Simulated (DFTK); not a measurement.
**As in DFTK: convergence with k mesh**

The system is As.

```
As
1.0
     1.75531    1.06860    3.51663
    -1.93531    1.07321    3.61155
    -0.08601   -2.19951    3.58192
As
2
Direct
  0.22600 0.22600 0.22600
  0.77400 0.77400 0.77400
```

The cell isn't the ideal one: cell strained at random.

* Program: DFTK 0.8.2
* Task: convergence study
* Functional: PBE
* Potentials or basis: cp2k.nc.sr.pbe.v0_1.semicore.gth (PBE, GTH)
* Cutoff: 544 eV
* k mesh: 1 × 1 × 1
* Occupations: gaussian, width 0.1 eV
* Spin: collinear spin, ferromagnetic start
* Starting moments: [0.5, 0.5] μB

These are the settings of the first run; the series varies k mesh, with any setting tied to it.

Hardware: 1 thread of Intel(R) Xeon(R) Platinum 8488C (Sapphire Rapids), on a shared host.

Question: The values tried are 1 × 1 × 1, 3 × 3 × 3, 4 × 4 × 4, 5 × 5 × 5, 7 × 7 × 7, 8 × 8 × 8, 10 × 10 × 10, 12 × 12 × 12, loosest first. From which on does the gap on the mesh stay within 0.01 eV of the tightest run that finished?

Answer: From 4 × 4 × 4 on.

| k mesh | energy less the tightest run, at zero smearing (meV/atom) | pressure (GPa) | largest force (eV/Å) | gap on the mesh (eV) | SCF cycles |
| --- | --- | --- | --- | --- | --- |
| 1 × 1 × 1 | 5184.80 | 65.65 | 3.774 | 3.167 | 11 |
| 3 × 3 × 3 | -50.09 | 4.59 | 0.449 | 0.921 | 9 |
| 4 × 4 × 4 | -33.81 | 3.83 | 0.411 | 0.000 | 10 |
| 5 × 5 × 5 | -28.14 | 3.57 | 0.502 | 0.000 | 9 |
| 7 × 7 × 7 | -12.31 | 3.82 | 0.541 | 0.000 | 9 |
| 8 × 8 × 8 | -6.71 | 3.87 | 0.555 | 0.000 | 9 |
| 10 × 10 × 10 | -2.18 | 3.93 | 0.575 | 0.000 | 9 |
| 12 × 12 × 12 | 0.00 | 3.98 | 0.574 | 0.000 | 9 |

Against the tightest run, the pressure stays within 0.1 GPa from 10 × 10 × 10 on; the largest force stays within 0.005 eV/Å from 10 × 10 × 10 on. Not settled before the last step: the energy (to 1 meV/atom). Meshes of other sizes hit other points, so gaps and Fermi surfaces needn't settle smoothly. The tightest run that finished is the yardstick and may itself not be fully converged.

Caveat, for the tightest run too: GTH potentials come without recommended cutoffs, and this one wasn't checked for convergence.
